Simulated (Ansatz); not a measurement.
**KF: moving F off its site**

KF, Pm-3m, a = 3.259 Å (as given, not relaxed at this level: 0.0 GPa). This isn't the usual stable structure of the compound. Ansatz: PBE, PAW, 420 eV, Γ-centred 8×8×8 mesh on 2 atoms, Gaussian smearing 0.05 eV; no spin polarisation.

```
K F
1.0
     3.25895    0.00000    0.00000
     0.00000    3.25895    0.00000
     0.00000    0.00000    3.25895
K F
1 1
Direct
  0.00000 0.00000 0.00000
  0.50000 0.50000 0.50000
```

Atom 2 (F) moves by x along the unit vector (0.707, -0.707, 0.000), with its periodic images; all else is held. y is the free energy of the cell over the start, F the force along the path summed over the moved atoms. Symmetry makes y even in x.

| x (Å) | y (meV) | F (eV/Å) |
| --- | --- | --- |
| -0.3000 | ? | ? |
| -0.1500 | 8.57 | 0.12 |
| 0.0000 | 0.00 | 0.00 |
| 0.0375 | 0.51 | -0.03 |
| 0.0750 | 2.07 | -0.06 |
| 0.1125 | 4.73 | -0.09 |
| 0.1875 | 13.71 | -0.16 |
| 0.2250 | 20.30 | -0.20 |
| 0.2625 | 28.54 | -0.24 |

Fit y = c2 x² + c4 x⁴ to the energies of the other rows, give the force constant, and predict energy and force of the missing row.

Least squares on the rows shown. y = 364.64 x² + 718.86 x⁴. The force constant is 2 c2 = 0.729 eV/Å² (for all images moving together, not for a lone atom). With two atoms in a cubic cell this is the optical mode at Γ without the LO field: ω = 521.5 √(2 c2/μ) = 125 cm⁻¹ for μ = 12.79 u. The force −dy/dx at the missing row is 0.30 eV/Å (computed 0.30). At x = -0.3000 the fit asked for gives 38.64 meV. The run gave 38.65 meV, so the fit is 0.01 meV too low, a small miss on the scale of the series.